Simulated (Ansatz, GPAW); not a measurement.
Given: the input of a run of Ansatz 0.2.0 on BAs. 

The input input.yaml:

```yaml
crystal:
  lattice:
    - [0.0, 2.3885, 2.3885]
    - [2.3885, 0.0, 2.3885]
    - [2.3885, 2.3885, 0.0]
  atoms:
    - { symbol: As, position: [0.75, 0.75, 0.75] }
    - { symbol: B, position: [0.0, 0.0, 0.0] }
kpoints:
  mp_grid: { grid: [10, 10, 10] }
scf:
  occupations: { method: gaussian, width: 0.012 }
hamiltonian:
  xc: pbe
  pseudopotentials: { kind: all_electron, lapw: { basis_error: 0.001 } }
output:
  forces: true
  stress: true
  eigenvalues: true
```

Potentials or basis: all-electron LAPW, scalar-relativistic.

Command:

```bash
$ ansatz run input.yaml --threads 1 --pin off --max-ram 3072MiB --backend cpu --events-out ev --progress --plain --runs-dir out
```

Task: Translate it to GPAW 26.7.0 (ASE script). Potentials or basis there: GPAW PAW data sets (gpaw-data 1.2.1), cutoff 800 eV.

Result: As run (cutoffs and basis follow the program's own potentials, and thresholds, step limits or extra output files can differ):

The input run.py:

```python
from ase.dft.bandgap import bandgap
from ase.io import read, write
from ase.units import Bohr, GPa
from gpaw import GPAW, PW
from gpaw.elf import elf_from_dft_calculation

atoms = read('BAs.xyz')

calc = GPAW(mode=PW(800),
            xc='PBE',
            kpts={'size': (10, 10, 10), 'gamma': True},
            occupations={'name': 'methfessel-paxton', 'order': 0, 'width': 0.012},
            nbands=11,
            convergence={'density': 1e-05, 'energy': 1e-05},
            maxiter=150,
            txt='gpaw.txt')
atoms.calc = calc
energy = atoms.get_potential_energy()
forces = atoms.get_forces()
stress = atoms.get_stress()
calc.write('gs.gpw')
write('result.traj', atoms)
print(f'Energy: {energy:.6f} eV')
print('Forces (eV/A):')
print(forces.round(4))
print('Stress (GPa):', (stress / GPa).round(3))
print('Fermi level:', round(calc.get_fermi_level(), 4), 'eV')
print(f'Gap: {bandgap(calc)[0]:.4f} eV, direct: {bandgap(calc, direct=True)[0]:.4f} eV')

# fields on the real-space grid
write('density.cube', atoms, data=calc.get_pseudo_density() * Bohr**3)
write('potential.cube', atoms, data=calc.get_electrostatic_potential())
write('elf.cube', atoms, data=elf_from_dft_calculation(calc).data)
```

File BAs.xyz:

```xyz
2
Lattice="0.0000000000 2.3885000000 2.3885000000 2.3885000000 0.0000000000 2.3885000000 2.3885000000 2.3885000000 0.0000000000" Properties=species:S:1:pos:R:3 pbc="T T T"
As     3.5827500000      3.5827500000      3.5827500000
B      0.0000000000      0.0000000000      0.0000000000
```

Potentials or basis: GPAW PAW data sets (gpaw-data 1.2.1), pw.

The run is started by

```console
$ OMP_NUM_THREADS=1 python run.py
```

Both were run:

|  | Ansatz | GPAW |
| --- | --- | --- |
| Pressure | 2.7 GPa | 3.3 GPa |

Where Ansatz's input types no cutoff or centring, it takes its own default and a Γ-centred mesh.

Pressure is positive in compression.
